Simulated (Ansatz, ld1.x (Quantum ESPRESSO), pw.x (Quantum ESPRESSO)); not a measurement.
## Zr (Z = 40) (fcc): variants of one TM potential in the solid

* Element: zirconium
* Generator: ld1.x (Quantum ESPRESSO) 7.5
* Type: norm-conserving Troullier–Martins (Kleinman–Bylander form)
* Functional: PBEsol
* Relativity: scalar-relativistic
* Frozen core: [Kr]
* Valence charge: 4
* Reference configuration: 4d2 5s1 5p0 (charge +1)
* Partial waves: 5s (bound): rc 2.30 bohr; 5p (bound, empty): rc 3.75 bohr; 4d (bound): rc 1.70 bohr; 4f channel at 0.3 Ry: rc 3.75 bohr
* Local potential: all-electron potential smoothed inside 2.75 bohr (lloc = -2)
* Core correction: a·sin(br)/r model core inside 1.40 bohr

Crystal test: fcc Zr in pw.x 7.5, no spin, 13³ k-points, Fermi–Dirac smearing 0.01 Ry, cutoffs set for each file from its atomic test. The reference is all-electron LAPW (Ansatz 0.2.0) with the same functional, mesh and smearing; V0 and B0 come from Birch–Murnaghan fits to the pressures at five volumes. Errors are pseudo minus all-electron; Δ is the rms difference of the E(V) curves that follow from these fits, minima aligned, over ±6 % about the mean V0. Mesh and smearing are coarse, so the numbers serve the comparison and aren't converged zero-temperature values; the lattice is a test structure that the element need not adopt.

All-electron: a0 = 4.471 Å (V0 = 22.34 Å³/atom), B0 = 94.3 GPa.

Base: The largest radius (3.75 bohr) exceeds half the bond length (2.98 bohr), so the spheres overlap, which is one possible source of error among others. This is a poor potential for the solid. The logarithmic derivative shows an extra or strongly shifted pseudo pole above the reference energy (s near 0.51 Ry).

A dash in a converged row means that the minimum lies outside the volumes sampled.

```tsv
change	cutoffs (Ry)	pw.x	a0 (Å)	a0 error (%)	B0 error (%)	Δ (meV/atom)	mean pressure error (GPa)
base	50/200	converged	4.432	-0.86	+5.7	12.0	-2.49
all radii but the core radius scaled by about 0.81 (s 1.86, p 3.04, d 1.38, f 3.04 bohr); local potential all-electron potential smoothed inside 2.24 bohr (lloc = -2)	110/440	converged; bound ghost	–	–	–	–	+40.29
all radii but the core radius scaled by about 0.91 (s 2.08, p 3.40, d 1.54, f 3.40 bohr); local potential all-electron potential smoothed inside 2.48 bohr (lloc = -2)	60/240	converged; bound ghost	4.410	-1.35	+6.7	18.9	-3.87
all radii but the core radius scaled by about 1.05 (s 2.42, p 3.94, d 1.78, f 3.94 bohr); local potential all-electron potential smoothed inside 2.88 bohr (lloc = -2)	50/200	converged	4.446	-0.54	+5.1	7.5	-1.56
all radii but the core radius scaled by about 1.23 (s 2.82, p 4.60, d 2.08, f 4.60 bohr); local potential all-electron potential smoothed inside 3.38 bohr (lloc = -2)	50/200	converged	4.508	+0.84	+2.4	11.8	+2.56
all radii but the core radius scaled by about 1.36 (s 3.12, p 5.10, d 2.30, f 5.10 bohr); local potential all-electron potential smoothed inside 3.74 bohr (lloc = -2)	50/200	converged	–	–	–	–	+6.67
```
